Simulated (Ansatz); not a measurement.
The system is AlPt.

```
Pt Al
1.0
     3.09155    0.00000    0.00000
     0.00000    3.09155    0.00000
     0.00000    0.00000    3.09155
Pt Al
1 1
Direct
  0.50000 0.50000 0.50000
  0.00000 0.00000 0.00000
```

Measurements of this composition are mostly on another form, of space group No. 198.

* Program: Ansatz 0.2.0
* Task: relaxation of cell and atoms
* Functional: r2SCAN
* Potentials or basis: Ansatz PAW
* Cutoff: 500 eV (not typed: the program's choice for these potentials)
* k mesh: 9 × 9 × 9
* Occupations: fermi-dirac, width 0.05 eV
* Spin: no spin polarisation

At the start: volume 14.77 Å³/atom.

Question: How do energy, volume and symmetry change on relaxing?

Answer: It ends after 5 steps and the volume is 14.41 Å³/atom (-2.5 %); space group Pm-3m (No. 221, to 0.05 Å).

The path:
```tsv
step	energy change (eV)	largest force (eV/Å)	volume (Å³)
1	0.0000	0.0000	29.55
2	-0.0047	0.0000	28.27
3	-0.0114	0.0000	28.85
4	-0.0114	0.0000	28.82
5	-0.0112	0.0000	28.82
```

Final structure:
```cif
data_structure
_symmetry_space_group_name_H-M 'P 1'
_symmetry_Int_Tables_number 1
_cell_length_a 3.0660
_cell_length_b 3.0660
_cell_length_c 3.0660
_cell_angle_alpha 90.000
_cell_angle_beta 90.000
_cell_angle_gamma 90.000
_cell_volume 28.82
loop_
_atom_site_label
_atom_site_type_symbol
_atom_site_fract_x
_atom_site_fract_y
_atom_site_fract_z
_atom_site_occupancy
Pt1 Pt 0.50000 0.50000 0.50000 1
Al1 Al 0.00000 0.00000 0.00000 1
```

Caveat: the plane-wave basis is chosen anew once the cell has moved, so the energies of steps on either side of that aren't comparable; the PAW data sets come from PBE, with cores solved anew for the run's functional, which leaves a small shift of forces and pressure.
